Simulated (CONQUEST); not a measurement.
**InGaAs2 under changes of volume**

One of the cells (26.607 Å³/atom); the others are scaled copies at fixed shape and fractional positions:

```
In As Ga
1.0
     4.22500    0.00000    0.00000
     0.00000    4.22500    0.00000
     0.00000    0.00000    5.96215
In As Ga
1 2 1
Direct
  0.00000 0.00000 0.50000
  0.50000 0.00000 0.76848
  0.00000 0.50000 0.23153
  0.50000 0.50000 0.00000
```

The cell comes from a database or a generator and needn't be the stable form of this composition.

| Property | Result |
| --- | --- |
| Program | CONQUEST 1.3 |
| Functional | PBEsol |
| Potentials or basis | PseudoDojo NC PBEsol, DZP, grid of 40 × 40 × 60 points |
| k mesh | 6 × 6 × 5 |
| Occupations | fermi-dirac, width 0.05 eV |
| Spin | no spin polarisation |

```tsv
volume (Å³/atom)	energy over the lowest point (meV/atom)	pressure (GPa)	largest force (eV/Å)
25.011	2.39	1.5	0.108
25.543	0.00	0.0	0.087
26.075	1.82	-1.1	0.062
26.607	?	?	?
27.139	16.15	-3.2	0.019
27.671	28.27	-4.1	0.005
28.203	42.94	-4.7	0.025
```

Problem. What does the run at 26.607 Å³/atom give?

Solution. Energy over the lowest point 7.26 meV/atom; pressure -2.2 GPa; largest force 0.043 eV/Å.

Worked out: A Birch-Murnaghan fit of order 3 (a polynomial in V^(-2/3)) to the other rows has its minimum at 25.57 Å³/atom with B0 = V·E''(V) = 60 GPa and B' = 3.8 at fixed shape and positions, which overstates the stiffness. It gives 7.31 meV/atom at 26.607 Å³/atom, against the run's 7.26, and -dE/dV = -2.2 GPa, against -2.2.

Energies are extrapolated to zero smearing.

Caveats: the basis of atomic orbitals isn't converged, which shifts pressures, moduli and gaps.
